## Question

PBE and PBEsol are two approximations to the exchange and correlation energy of electrons. The table gives volumes and bulk moduli of five elements under both, with every element held in the omega structure. The bulk modulus $B$ measures resistance to a uniform change of volume. Its pressure derivative $B'$ tells how fast that resistance grows under compression, or fades when the crystal is stretched.

Elements of the s and p block in the omega (AlB2-type) structure, without spin polarisation. Ansatz 0.2.0, PBE and PBEsol, plane waves with scalar-relativistic PAW, cutoff 420 eV, Fermi-Dirac smearing of width 0.1 eV. Volumes and bulk moduli come from equation-of-state fits over uniformly scaled cells, with energies extrapolated to zero smearing.

| element | distinct k-meshes among the runs behind the row | Z | valence electrons | k mesh | volume per atom, PBEsol (Å³) | volume per atom, PBE (Å³) | bulk modulus, PBEsol (GPa) | bulk modulus, PBE (GPa) | bulk modulus pressure derivative, PBEsol | volume per atom, PBE over volume per atom, PBEsol, less one (%) | bulk modulus, PBE over bulk modulus, PBEsol, less one (%) |
| --- | --- | --- | --- | --- | --- | --- | --- | --- | --- | --- | --- |
| Mg | 8x8x12 / 8x8x11 | 12 | 2 | 8×8×12 | 22.80 | 23.24 | 35.4 | 34.1 | 3.99 | 2.0 | -3.6 |
| As | 9x9x13 / 10x10x15 | 33 | 5 | 9×9×13 | 18.37 | 19.22 | 91.1 | 81.3 | 4.39 | 4.6 | -10.7 |
| Sr | 6x6x9 / 7x7x10 | 38 | 2 | 6×6×9 | 52.18 | 55.41 | 11.2 | 10.7 | 3.38 | 6.2 | -4.5 |
| Sb | 8x8x11 / 9x9x13 | 51 | 5 | 8×8×11 | 26.22 | 27.49 | 68.7 | 59.1 | 4.63 | 4.9 | -14.0 |
| Ba | 7x7x10 | 56 | 2 | 7×7×10 | 58.40 | 63.83 | 8.56 | 8.29 | 2.27 | 9.3 | -3.2 |

(a) Explain why the volume change between the functionals grows from Mg through Sr to Ba, and why As and Sb expand noticeably although they are stiff.

(b) Barium expands most but its modulus changes least. Explain this, and check whether the same explanation accounts for the modulus change that the table gives for antimony.

(c) Say which entry deserves the least trust, and why.

## Model answer

**(a) The expansion is a push divided by a stiffness.** Going from PBEsol to PBE acts on these crystals like an extra outward pressure. Its size is about 0.6 to 0.7 GPa in Mg, Sr and Ba, and 3 to 4 GPa in As and Sb. These values come from asking how hard the PBEsol crystal must be pulled to reach its PBE volume. The pressures computed in the PBEsol runs agree with them to within about 6%. This checks the stiffness used, while the push itself is inferred from the two volumes.

The origin of the push is standard theory. Both functionals lower the exchange energy where the electron density varies strongly relative to its size, and PBE does so more. The correlation part works the other way but offsets only some of this. When atoms move apart, the density between them thins out and its relative variation grows. PBE therefore gains more from expansion than PBEsol does, and its crystals settle at larger volumes.

In group 2 the push is nearly the same for all three metals, while the stiffness is not. The PBEsol modulus of Mg is about four times that of Ba, and the expansion of Ba is between four and five times that of Mg. The growing volume change thus reflects softer crystals, not a stronger push.

A single pressure of 0.65 GPa, the average drawn from these three metals, reproduces their expansions to within about 0.6 percentage points. Arsenic and antimony would expand by less than 1% under it. They expand by nearly 5% because their push is about five times larger. A plausible but untested reason is that they hold more valence electrons per unit of volume, so that more density lies where neighbouring atoms overlap. This cannot be the whole reason, because Mg holds more than twice as many valence electrons per volume as Sr or Ba and yet feels nearly the same push.

**(b) Two effects compete in the modulus.** Stretching a crystal softens it, and $B'$ sets how quickly. If this were the whole story, Ba would lose about 18% of its modulus, whereas the table shows a loss of 3.2%. Stretching alone predicts too much softening in the other four rows as well.

The second effect is that the push weakens as the crystal expands. A likely reason is that it comes largely from the region where neighbouring atoms overlap, and that overlap fades with distance. The runs show the fading but do not test this cause. A push that fades on expansion and grows on compression resists any change of volume, as a spring does. It therefore adds stiffness of its own.

To put this into a formula, let $p(V)$ be the extra pressure of PBE at volume $V$, and let it fall as $V^{-n}$. The modulus is $B=-V\,dP/dV$, where $P$ is the pressure, so the push contributes $np$:

$$B_{\mathrm{PBE}} = B_{\mathrm{PBEsol}}(V_{\mathrm{PBE}}) + n\,p .$$

On the PBEsol curve the modulus falls roughly as $V^{-B'}$, which is the Murnaghan form. For a small expansion, $p$ is about $B_{\mathrm{PBEsol}}$ times the logarithm of the volume ratio. The two effects then combine into

$$\ln\frac{B_{\mathrm{PBE}}}{B_{\mathrm{PBEsol}}} \approx (n-B')\,\ln\frac{V_{\mathrm{PBE}}}{V_{\mathrm{PBEsol}}} .$$

One value of $n$, fitted to all five rows, comes out close to 2. What counts is therefore how far $B'$ lies above 2. In Ba it is 2.27, so softening by stretching and stiffening by the push almost cancel. In Sb it is 4.63, and softening wins clearly.

For Sb the estimate runs as follows:

$$\ln\frac{27.49}{26.22}\approx 0.047,\qquad (2.0-4.63)\times 0.047\approx -0.12 .$$

This is a loss of about 12% of the PBEsol modulus, against 14.0% in the table. Antimony was among the rows used to find $n$, so the agreement shows consistency and is not a prediction.

The low $B'$ of Ba, and to a lesser degree of Sr, has a known explanation. Under compression, electrons in these metals move from s states into d states, which relieves part of the resistance to squeezing. Stiffness then grows only slowly with pressure and, in reverse, fades only slowly on stretching. The calculations here do not test this transfer.

**(c) The modulus change of strontium is the least secure.** The table gives a loss of 4.5%, while the formula gives about 8%, the largest miss of the five. The PBEsol modulus of Sr obtained from the computed pressures is about 4% higher than the one fitted to the energies. Most of that gap comes from the smearing of the electrons: the pressures include its effect, while the energies were extrapolated to remove it. In Sr this correction is nearly as large as the effect to be explained. It enters under both functionals and may partly cancel, but the PBE runs needed to check this are not shown. The runs behind this row also mix two k-meshes, as do those of Mg, As and Sb. The low value should therefore not be given a physical cause of its own.

## Remarks on the reasoning

**A common mistake is to read the modulus change from the volume change.** A student who expects the largest expansion to bring the largest softening will rank Ba first, where it belongs last. The better quantity is the softening per unit of expansion, which follows the order of $B'$ through all five elements. A single exponent for every element, with $B'$ ignored, misses the modulus changes by typically 6 percentage points. With $B'$ included, the typical miss is 2.

**The stiffening can be seen without the formula.** The pressures of the PBEsol runs give the PBEsol modulus at the PBE volume directly. At that shared volume PBE is the stiffer functional in every row, by roughly 1 GPa in Mg and 7 GPa in As. Yet each PBE crystal is softer at its own, larger volume. For Ba the comparison reaches slightly beyond the volumes at which the pressures were taken.

**This has a practical side.** When two calculations disagree about a modulus, they should first be compared at the same volume. Correcting a PBEsol modulus to the PBE volume by stretching alone would have overstated the softening for each of these elements. The value $n\approx 2$ summarises five rows and is not a constant of nature.

**The structure limits what the numbers mean.** Omega is not the ordinary form of any of these elements. All runs were made without spin polarisation, so no magnetic states were compared. Arsenic and antimony are metals here, whereas their familiar layered forms are semimetals with weaker bonding between the layers than within them. In these two rows the stress along the axis also differs from that in the plane, so the cell shape is not fully relaxed and their moduli carry some extra uncertainty. All runs use atomic datasets made for PBE, which may shift the small differences between the functionals.

**A neighbouring series should behave more like As and Sb than like Ba.** Metals in the middle of a transition row are much stiffer than Ba, and their stiffness depends more strongly on volume. Between the same two functionals one therefore expects a modest expansion with a distinct loss of modulus, though no such metal was computed here. For a new element there are three questions: how large is the push, how stiff is the crystal, and how quickly do that stiffness and the push itself fade on stretching?

The printed output below gives the pressures, the modulus estimates and the fit for each element.

Printed output of the fit:

```
fit of extra on 5 rows: coefficient of lv 2.002 +/- 0.18; rms 0.0208, worst Sr -0.0371, leave-one-out rms 0.0265
Extra outward pressure of PBE:
  row  from PBEsol curve (GPa)  from computed pressures (GPa)  expansion under the common group 2 pressure (%)
   Mg                   0.6515                          0.617                                            1.925
   As                    3.737                          3.642                                           0.7273
   Sr                   0.6088                         0.5805                                            6.671
   Sb                    2.918                          2.813                                           0.9719
   Ba                   0.6892                         0.6556                                            8.689
Change of bulk modulus in %:
  row  computed  stretching alone  stretching plus fading pressure  one exponent without B'  log modulus change per log volume change
   Mg      -3.6            -7.343                           -3.728                   -2.173                                    -1.957
   As     -10.7            -18.01                           -10.24                   -5.066                                    -2.516
   Sr      -4.5            -18.37                           -7.941                   -6.671                                   -0.7604
   Sb       -14            -19.67                           -11.69                   -5.292                                    -3.182
   Ba      -3.2            -18.28                           -2.351                   -9.714                                   -0.3605
PBEsol modulus from computed pressures in GPa:
  row  at PBEsol volume  excess over fitted modulus (%)  at PBE volume  PBE modulus less this
   Mg             35.58                          0.5148          32.82                  1.283
   As             91.38                          0.3111          74.53                  6.775
   Sr             11.67                           4.159          9.665                  1.035
   Sb             68.68                        -0.02604          54.88                  4.219
   Ba             8.526                          -0.401          6.713                  1.577
Common extra pressure of Mg Sr Ba (GPa): 0.6498
PBEsol modulus of Mg over that of Ba: 4.136
Expansion of Ba over that of Mg: 4.65
Extra pressure of As over the common one: 5.751
Extra pressure of Sb over the common one: 4.491
Rms miss of stretching alone (percentage points): 10.19
Rms miss with fading pressure (percentage points): 1.905
Rms miss of one exponent without B' (percentage points): 5.599
```
